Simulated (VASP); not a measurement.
# VASP inputs for CsH (strained rocksalt)

INCAR, step 1 (PBE orbitals to start from)

```
GGA = PE
EDIFF = 1E-5
LCHARG = .FALSE.
PREC = Accurate
ENCUT = 520
SIGMA = 0.01
LWAVE = .TRUE.
NBANDS = 12
LASPH = .TRUE.
NELM = 120
LREAL = .FALSE.
ISMEAR = 0
```

INCAR, step 2

```
ISIF = 2
ALGO = Normal
ISTART = 1
PREC = Accurate
ENCUT = 520
NSW = 0
AEXX = 0.25
LASPH = .TRUE.
ISMEAR = 0
PRECFOCK = Fast
LHFCALC = .TRUE.
LCHARG = .FALSE.
HFSCREEN = 0.2079
SIGMA = 0.01
NBANDS = 12
IBRION = -1
LWAVE = .FALSE.
GGA = PE
EDIFF = 1E-7
LREAL = .FALSE.
NELM = 120
```

KPOINTS

```
KPOINTS created by Atomic Simulation Environment
0
Gamma
6 6 6
0 0 0
```

KPOINTS_OPT

```
special points
7
Reciprocal
0.0000000000 0.0000000000 0.0000000000 1
0.5000000000 0.0000000000 0.5000000000 1
0.6250000000 0.2500000000 0.6250000000 1
0.3750000000 0.3750000000 0.7500000000 1
0.5000000000 0.5000000000 0.5000000000 1
0.5000000000 0.2500000000 0.7500000000 1
0.0000000000 0.0000000000 0.5000000000 1
```

POSCAR

```
Cs H
 1.0000000000000000
     0.0000000000000000    3.2709116774000000    3.1892664560999999
     3.2709116774000000    0.0000000000000000    3.1892664560999999
     3.2709116774000000    3.2709116774000000    0.0000000000000000
 Cs  H
   1   1
Cartesian
  0.0000000000000000  0.0000000000000000  0.0000000000000000
  3.2709116774000000  3.2709116774000000  3.1892664560999990
```

VASP ran with the recommended PBE PAW datasets (10 valence electrons in the cell).

Task: What does this run give?

Result: gap between bands v and c 3.29 eV; least direct gap 3.29 eV; pressure -0.3 GPa.

Band v is the last that the valence electrons fill when counted band by band, and c is the next. Levels in eV from the top of v:

```tsv
point	v−1	v	c	c+1
Γ	-8.36	-1.66	6.30	6.30
X	-8.60	-1.08	4.30	6.39
K	-8.59	-0.73	4.46	5.91
L	-8.44	0.00	3.29	5.78
W	-8.67	-0.70	5.14	5.28
```
